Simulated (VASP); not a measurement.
# Sb2Se3 (P2_1/m) in VASP: a series of runs

Runs on Sb2Se3. Level: PBE. Tasks: band structure.

All numbers are computed with VASP 6.6.1; they aren't measurements. Logs are shortened: lines on timing, memory, paths and dates and some standing lists are left out, and cuts for length are marked.

**1. Starting point**

It takes space group P2_1/m (No. 11, monoclinic). The conventional cell has a = 7.464 Å, b = 4.063 Å, c = 10.259 Å, α = 90.00°, β = 91.44°, γ = 90.00°. Sb (site symmetry m) is surrounded by 5 Se at 2.74 to 3.09 Å. Sb (site symmetry m) has 6 Se at 2.80 to 3.02 Å as nearest neighbours. Around Se (site symmetry m) lie 5 Sb at 2.74 to 3.09 Å. Around Se (site symmetry m) lie 4 Sb at 2.79 to 3.20 Å. Se (site symmetry m) has 3 Sb at 2.80 Å as nearest neighbours.

The cell was built by a generator and needn't be a form met in nature.

**2. Band structure, PBE**

Input file INCAR:

```
SYSTEM = Sb2Se3
ALGO = Normal
EDIFF = 1E-6
ENCUT = 520
GGA = PE
ISIF = 2
ISMEAR = 0
KPAR = 4
LASPH = .True.
LCHARG = .False.
LREAL = .False.
LWAVE = .False.
NBANDS = 39
NELM = 60
PREC = Accurate
SIGMA = 0.1
```

Input file KPOINTS:

```
k-points
0
Gamma
  4 8 4
  0 0 0
```

Input file POSCAR:

```
Sb2Se3
1.0
    7.4636740000      0.0000000000      0.0000000000
    0.0000000000      4.0626600000      0.0000000000
   -0.2575660000      0.0000000000     10.2557960000
Sb Se
4 6
Direct
    0.2446270000      0.7500000000      0.4808570000
    0.0848400000      0.2500000000      0.1507160000
    0.7553730000      0.2500000000      0.5191430000
    0.9151600000      0.7500000000      0.8492840000
    0.9325090000      0.7500000000      0.3352370000
    0.4014450000      0.2500000000      0.3362840000
    0.2334220000      0.7500000000      0.9996540000
    0.0674910000      0.2500000000      0.6647630000
    0.5985550000      0.7500000000      0.6637160000
    0.7665780000      0.2500000000      0.0003460000
```

Input file KPOINTS_OPT:

```
path GYHCEM1AXH1,MDZ,YD
15
line-mode
reciprocal
 0.0000000000  0.0000000000  0.0000000000  G
 0.0000000000  0.0000000000  0.5000000000  Y

 0.0000000000  0.0000000000  0.5000000000  Y
-0.4911769131  0.0000000000  0.5169501606  H

-0.4911769131  0.0000000000  0.5169501606  H
-0.5000000000  0.0000000000  0.5000000000  C

-0.5000000000  0.0000000000  0.5000000000  C
-0.5000000000  0.5000000000  0.5000000000  E

-0.5000000000  0.5000000000  0.5000000000  E
-0.5088230869  0.5000000000  0.4830498394  M1

-0.5088230869  0.5000000000  0.4830498394  M1
-0.5000000000  0.5000000000  0.0000000000  A

-0.5000000000  0.5000000000  0.0000000000  A
-0.5000000000  0.0000000000  0.0000000000  X

-0.5000000000  0.0000000000  0.0000000000  X
-0.5088230869  0.0000000000  0.4830498394  H1

-0.4911769131  0.5000000000  0.5169501606  M
 0.0000000000  0.5000000000  0.5000000000  D

 0.0000000000  0.5000000000  0.5000000000  D
 0.0000000000  0.5000000000  0.0000000000  Z

 0.0000000000  0.0000000000  0.5000000000  Y
 0.0000000000  0.5000000000  0.5000000000  D
```

Potentials or basis: VASP PAW PBE potentials, release 64 (Sb, Se).

Run with:

```
cat potpaw_PBE.64/Sb/POTCAR potpaw_PBE.64/Se/POTCAR > POTCAR
mpirun -np 4 vasp_std > vasp.out
```

OUTCAR:

```text
SYSTEM = Sb2Se3
   EDIFF = 1E-6
   ENCUT = 520
   GGA = PE
   ISIF = 2
   ISMEAR = 0
   LASPH = .True.
   LREAL = .False.
   NELM = 60
   PREC = Accurate

 ion  position               nearest neighbor table
   1  0.245  0.750  0.481-   5 2.74   6 2.79   6 2.79   8 3.09   8 3.09   9 3.20
   2  0.085  0.250  0.151-  10 2.80   7 2.80   7 2.80   6 3.00   5 3.02   5 3.02
   3  0.755  0.250  0.519-   8 2.74   9 2.79   9 2.79   5 3.09   5 3.09   6 3.20
   4  0.915  0.750  0.849-   7 2.80  10 2.80  10 2.80   9 3.00   8 3.02   8 3.02
   5  0.933  0.750  0.335-   1 2.74   2 3.02   2 3.02   3 3.09   3 3.09
   6  0.401  0.250  0.336-   1 2.79   1 2.79   2 3.00   3 3.20
   7  0.233  0.750  1.000-   4 2.80   2 2.80   2 2.80
   8  0.067  0.250  0.665-   3 2.74   4 3.02   4 3.02   1 3.09   1 3.09
   9  0.599  0.750  0.664-   3 2.79   3 2.79   4 3.00   1 3.20
  10  0.767  0.250  0.000-   2 2.80   4 2.80   4 2.80

  LATTYP: Found a simple monoclinic cell.
 ALAT       =     7.4636740000
 B/A-ratio  =     0.5443244172
 C/A-ratio  =     1.3745281172
 COS(beta)  =    -0.0251062728

  Lattice vectors:

 A1 = (   7.4636740000,   0.0000000000,   0.0000000000)
 A2 = (   0.0000000000,   4.0626600000,   0.0000000000)
 A3 = (  -0.2575660000,   0.0000000000,  10.2557960000)

Analysis of symmetry for initial positions (statically):
=====================================================================
 Subroutine PRICEL returns:
 Original cell was already a primitive cell.

 Routine SETGRP: Setting up the symmetry group for a
 simple monoclinic supercell.

 Subroutine GETGRP returns: Found  4 space group operations
 (whereof  2 operations were pure point group operations)
 out of a pool of  4 trial point group operations.

The static configuration has the point symmetry S_2 .
 The point group associated with its full space group is C_2h.

Analysis of symmetry for dynamics (positions and initial velocities):
=====================================================================
 Subroutine PRICEL returns:
 Original cell was already a primitive cell.

 Routine SETGRP: Setting up the symmetry group for a
 simple monoclinic supercell.

 Subroutine GETGRP returns: Found  4 space group operations
 (whereof  2 operations were pure point group operations)
 out of a pool of  4 trial point group operations.

The dynamic configuration has the point symmetry S_2 .
 The point group associated with its full space group is C_2h.

 Subroutine INISYM returns: Found  4 space group operations
 (whereof  2 operations are pure point group operations),
 and found     1 'primitive' translations

----------------------------------------------------------------------------------------

                                     Primitive cell

  volume of cell :     310.9800

  direct lattice vectors                    reciprocal lattice vectors
     7.463674000  0.000000000  0.000000000     0.133982272  0.000000000  0.003364856
     0.000000000  4.062660000  0.000000000     0.000000000  0.246144152  0.000000000
    -0.257566000  0.000000000 10.255796000     0.000000000  0.000000000  0.097505840

  length of vectors
     7.463674000  4.062660000 10.259029771     0.134024518  0.246144152  0.097505840

  position of ions in fractional coordinates (direct lattice)
     0.244627000  0.750000000  0.480857000
     0.084840000  0.250000000  0.150716000
     0.755373000  0.250000000  0.519143000
     0.915160000  0.750000000  0.849284000
     0.932509000  0.750000000  0.335237000
     0.401445000  0.250000000  0.336284000
     0.233422000  0.750000000  0.999654000
     0.067491000  0.250000000  0.664763000
     0.598555000  0.750000000  0.663716000
     0.766578000  0.250000000  0.000346000

  ion indices of the primitive-cell ions
   primitive index   ion index
                 1           1
                 2           2
                 3           3
                 4           4
                 5           5
                 6           6
                 7           7
                 8           8
                 9           9
                10          10

----------------------------------------------------------------------------------------

 KPOINTS: k-points

Automatic generation of k-mesh.
 Grid dimensions read from file:
 generate k-points for:    4    8    4

 Generating k-lattice:

  Cartesian coordinates                     Fractional coordinates (reciprocal lattice)
     0.033495568  0.000000000  0.000841214     0.250000000  0.000000000  0.000000000
     0.000000000  0.030768019  0.000000000     0.000000000  0.125000000  0.000000000
     0.000000000  0.000000000  0.024376460     0.000000000  0.000000000  0.250000000

  Length of vectors
     0.033506130  0.030768019  0.024376460

  Shift w.r.t. Gamma in fractional coordinates (k-lattice)
     0.000000000  0.000000000  0.000000000

 Subroutine IBZKPT returns following result:
 ===========================================

 Found     50 irreducible k-points:

 Following reciprocal coordinates:
            Coordinates               Weight
  0.000000  0.000000  0.000000      1.000000
  0.250000  0.000000  0.000000      2.000000
  0.500000  0.000000  0.000000      1.000000
  0.000000  0.125000  0.000000      2.000000
  0.250000  0.125000  0.000000      4.000000
  0.500000  0.125000  0.000000      2.000000
[... 16 lines left out ...]
 -0.250000  0.125000  0.250000      4.000000
  0.000000  0.250000  0.250000      4.000000
 [... further k-points ...]
   k-points           NKPTS =     50   k-points in BZ     NKDIM =     50   number of bands    NBANDS=     39
   number of dos      NEDOS =    301   number of ions     NIONS =     10
   total plane-waves  NPLWV = 134400
   dimension x,y,z NGX =    56 NGY =   30 NGZ =   80
   dimension x,y,z NGXF=   112 NGYF=   60 NGZF=  160
   ions per type =               4   6
   NGX,Y,Z   is equivalent  to a cutoff of  12.47, 12.28, 12.96 a.u.
   NGXF,Y,Z  is equivalent  to a cutoff of  24.95, 24.55, 25.93 a.u.
 SYSTEM =  Sb2Se3
   PREC   = accura    normal or accurate (medium, high low for compatibility)
   ISTART =      0    job   : 0-new  1-cont  2-samecut
   ICHARG =      2    charge: 1-file 2-atom 10-const
   ISPIN  =      1    spin polarized calculation?
   LNONCOLLINEAR =      F non collinear calculations
   LSORBIT =      F    spin-orbit coupling
   LASPH  =      T    aspherical Exc in radial PAW
   ENCUT  =  520.0 eV  38.22 Ry    6.18 a.u.  13.88  7.55 19.07*2*pi/ulx,y,z
   NELM   =     60;   NELMIN=  2; NELMDL= -5     # of ELM steps
   EDIFF  = 0.1E-05   stopping-criterion for ELM
   LREAL  =      F    real-space projection
   EDIFFG = 0.1E-04   stopping-criterion for IOM
   NSW    =      0    number of steps for IOM
   IBRION =     -1    ionic relax: 0-MD 1-quasi-New 2-CG
   NFREE  =      0    steps in history (QN), initial steepest desc. (CG)
   ISIF   =      2    stress and relaxation
   ISYM   =      2    0-nonsym 1-usesym 2-fastsym
   POTIM  = 0.5000    time-step for ionic-motion
   TEBEG  =    0.0;   TEEND  =   0.0 temperature during run
   PSTRESS=    0.0 pullay stress
   NELECT =      56.0000    total number of electrons
   NUPDOWN=      -1.0000    fix difference up-down
   EMIN   =  10.00;   EMAX   =-10.00  energy-range for DOS
   EFERMI =   0.00;   METHOD = LEGACY
   ISMEAR =     0;   SIGMA  =   0.10  broadening in eV -4-tet -1-fermi 0-gaus
   EFERMI_NEDOS =   21; number of points for ismear=-14 and -15
   IALGO  =     38    algorithm
   IMIX   =      4    mixing-type and parameters
     AMIX     =   0.40;   BMIX     =  1.00
     AMIX_MAG =   1.60;   BMIX_MAG =  1.00
  volume/ion in A,a.u.               =      31.10       209.86
  Fermi-wavevector in a.u.,A,eV,Ry     =   0.924471  1.746997 11.628176  0.854647
  Thomas-Fermi vector in A             =   2.050220
   LORBIT       =      0    0 simple, 1 ext, 2 COOP (PROOUT), +10 PAW based schemes
   GGA     = PE    functional components
   LHFCALC =     F    Hartree Fock is set to
   AEXX    =    0.0000 exact exchange contribution
   IVDW    =     0    specifies the selected vdW correction
   LEPSILON=     F    determine dielectric tensor
   LRPA    =     F    only Hartree local field effects (RPA)
 non-spin polarized calculation
 Gauss-broadening in eV      SIGMA  =   0.10
  energy-cutoff  :      520.00
  volume of cell :      310.98
 maximum number of plane-waves:      8411
   NGX = 27   NGY = 15   NGZ = 39

 number of electron      55.9999996 magnetization

 Free energy of the ion-electron system (eV)
  ---------------------------------------------------
  ext. energy  EPLUGINS =         0.00000000
  ---------------------------------------------------
  free energy    TOTEN  =       -40.26406740 eV

  energy without entropy =      -40.26406685  energy(sigma->0) =      -40.26406712

 E-fermi :   3.7175     XC(G=0):  -8.5933

 val. band max:        3.4299940440   @ k =   0.0000   0.0000   0.2500
 cond. band min:       3.9940702709   @ k =   0.0000   0.0000   0.5000
 fundamental gap:      0.5640762269
 Fermi energy:         3.7174632246

 k-point     1 :       0.0000    0.0000    0.0000
  band No.  band energies     occupation
      1     -10.4447      2.00000
      2      -9.7815      2.00000
      3      -9.5449      2.00000
      4      -9.0537      2.00000
      5      -8.9604      2.00000
      6      -8.8819      2.00000
[... 31 lines left out ...]
     38       6.6576      0.00000
     39       7.2111      0.00000

 k-point     2 :       0.2500    0.0000    0.0000
  band No.  band energies     occupation
      1     -10.3844      2.00000
      2      -9.7838      2.00000
      3      -9.5897      2.00000
      4      -9.1192      2.00000
      5      -8.9488      2.00000
      6      -8.9052      2.00000
[... 913 lines left out ...]
     38       6.8984      0.00000
     39       7.2148      0.00000

 k-point    24 :       0.0000    0.2500    0.2500
  band No.  band energies     occupation
      1     -10.0202      2.00000
      2      -9.6452      2.00000
      3      -9.1421      2.00000
      4      -8.9274      2.00000
      5      -8.8237      2.00000
      6      -8.7912      2.00000
[... 31 lines left out ...]
     38       7.3962      0.00000
     39       7.5034      0.00000

 [... further k-points ...]

------------------------ aborting loop because EDIFF is reached ----------------------------------------

  FORCE on cell =-STRESS in cart. coord.  units (eV):
  Direction    XX          YY          ZZ          XY          YZ          ZX
  --------------------------------------------------------------------------------------
  -------------------------------------------------------------------------------------
  Total       -0.0208354     -0.0179265     -0.0222134      0.0000000      0.0000000      0.0215389
  in kB       -0.1073446     -0.0923575     -0.1144442      0.0000000      0.0000000      0.1109688
  external PRESSURE =      -0.1047154 kB  Pullay stress =       0.0000000 kB

 VOLUME and BASIS-vectors are now :
 -----------------------------------------------------------------------------
  energy-cutoff  :      520.00
  volume of cell :      310.98
      direct lattice vectors                 reciprocal lattice vectors
     7.463674000  0.000000000  0.000000000     0.133982272  0.000000000  0.003364856
     0.000000000  4.062660000  0.000000000     0.000000000  0.246144152  0.000000000
    -0.257566000  0.000000000 10.255796000     0.000000000  0.000000000  0.097505840

 POSITION                                       TOTAL-FORCE (eV/Angst)
 -----------------------------------------------------------------------------------
      1.70196      3.04699      4.93157         0.001600     -0.000000     -0.003493
      0.59440      1.01567      1.54571         0.004943      0.000000     -0.000965
      5.50414      1.01567      5.32422        -0.001600     -0.000000      0.003493
      6.61171      3.04699      8.71008        -0.004943     -0.000000      0.000965
      6.87360      3.04699      3.43812         0.003630     -0.000000      0.001916
      2.90964      1.01567      3.44886        -0.000092     -0.000000      0.002707
      1.48471      3.04699     10.25225        -0.005121      0.000000      0.000462
      0.33251      1.01567      6.81767        -0.003630      0.000000     -0.001916
      4.29647      3.04699      6.80694         0.000092     -0.000000     -0.002707
      5.72140      1.01567      0.00355         0.005121     -0.000000     -0.000462
 -----------------------------------------------------------------------------------
    total drift:                               -0.000000      0.000000     -0.000000

  FREE ENERGIE OF THE ION-ELECTRON SYSTEM (eV)
  ---------------------------------------------------
  free  energy   TOTEN  =       -40.2640674003 eV

  energy  without entropy=      -40.2640668484  energy(sigma->0) =      -40.26406712
```

Run time: 8 min. Hardware: 4 MPI ranks of Intel Xeon Platinum 8488C (Sapphire Rapids), shared host; peak memory 0.84 GiB.

Results:

| Item | Value |
| --- | --- |
| Free energy | -40.2641 eV |
| Pressure | 0.0 GPa |
| Largest force | 0.005 eV/Å |
| Band gap on the k mesh | 0.56 eV, indirect (least direct gap 0.68 eV) |
| Band gap along the path | 0.54 eV, indirect (least direct gap 0.67 eV) |

Forces in eV/Å, atoms in the order of the input:
```
Sb   0.002  0.000 -0.003
Sb   0.005  0.000 -0.001
Sb  -0.002  0.000  0.003
Sb  -0.005  0.000  0.001
Se   0.004  0.000  0.002
Se   0.000  0.000  0.003
Se  -0.005  0.000  0.000
Se  -0.004  0.000 -0.002
Se   0.000  0.000 -0.003
Se   0.005  0.000  0.000
```

Levels at the corners of the path, in eV from the valence-band top:
```
point  band 26  band 27  band 28  band 29  band 30  band 31
    Γ    -1.14    -0.22    -0.15     0.71     1.32     1.79
    Y    -0.91    -0.81    -0.29     0.55     0.91     1.50
    Y    -0.91    -0.81    -0.29     0.55     0.91     1.50
    H    -0.67    -0.51    -0.28     0.59     1.52     1.54
    H    -0.67    -0.51    -0.28     0.59     1.52     1.54
    C    -0.68    -0.52    -0.28     0.59     1.51     1.54
    C    -0.68    -0.52    -0.28     0.59     1.51     1.54
    E    -1.36    -0.69    -0.69     1.28     1.28     2.21
    E    -1.36    -0.69    -0.69     1.28     1.28     2.21
   M1    -1.36    -0.69    -0.69     1.28     1.28     2.21
   M1    -1.36    -0.69    -0.69     1.28     1.28     2.21
    A    -1.56    -0.27    -0.27     1.62     1.62     2.33
    A    -1.56    -0.27    -0.27     1.62     1.62     2.33
    X    -0.66    -0.60    -0.30     0.89     1.57     1.59
    X    -0.66    -0.60    -0.30     0.89     1.57     1.59
   H1    -0.67    -0.51    -0.28     0.59     1.52     1.54
    M    -1.36    -0.69    -0.69     1.28     1.28     2.21
    D    -0.78    -0.66    -0.66     1.66     1.66     2.26
    D    -0.78    -0.66    -0.66     1.66     1.66     2.26
    Z    -0.89    -0.68    -0.68     2.03     2.03     2.24
    Y    -0.91    -0.81    -0.29     0.55     0.91     1.50
    D    -0.78    -0.66    -0.66     1.66     1.66     2.26
```

Caveat: spin-orbit coupling is left out, which moves the levels of the heavy elements.

[end of part 1 of 2]
